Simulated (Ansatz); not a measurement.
WS2

Computed with Ansatz (plane waves, PAW, 420 eV cutoff): PBE, scalar-relativistic, collinear spin, Γ-centred 10×10×2 mesh, 0.05 eV Gaussian smearing; PAW files: Ansatz's generated set soft_2.

```
CELL_PARAMETERS angstrom
3.18783 0.00000 0.00000
-1.59391 2.76074 0.00000
0.00000 0.00000 14.85713
ATOMIC_POSITIONS crystal
W 0.33333 0.66667 0.25000
W 0.66667 0.33333 0.75000
S 0.33333 0.66667 0.64426
S 0.66667 0.33333 0.14426
S 0.33333 0.66667 0.85574
S 0.66667 0.33333 0.35574
```

The chain of runs began from a cell as deposited in COD, expanded in volume. Of that entry: the entry's cell lengths or inner coordinates differ somewhat from later room-temperature determinations. The relaxation kept the space group but changed the cell's proportions, one axis by 12 % at equal volume, so the results may not describe the measured structure.

Magnetic state: non-magnetic, site spin moments none.

The cell above was scaled in volume, and shape and atoms were relaxed at each volume within its symmetry. Energies are counted from the cell above.

Cell and atoms are those of this level's equilibrium.

```tsv
V (Å³/atom)	ΔE (meV/atom)	P (GPa)
20.59	0.6	0.16
20.92	0.3	0.14
21.36	0.1	0.02
21.79	0.0	0.00
22.23	0.0	-0.05
22.66	0.1	-0.07
23.32	0.3	-0.05
23.97	0.5	-0.09
```

Q: Can a bulk modulus be trusted from these points?

A: No. The energies are smooth (scatter 0.01 meV/atom), but the pressures don't fall steadily as the cell grows, and the fit's B0′ of 19.0 is out of the usual range: the curve is too flat or too lopsided over this range, as for soft or weakly bound crystals, and a third-order form can't fix it.

 Spin–orbit coupling, which matters for such heavy elements, is left out. The structure is built of weakly bound layers, and this functional has no dispersion term, so their spacing and all that hangs on it (volume, the soft elastic constants, low modes, dielectric constants) are poorly given.
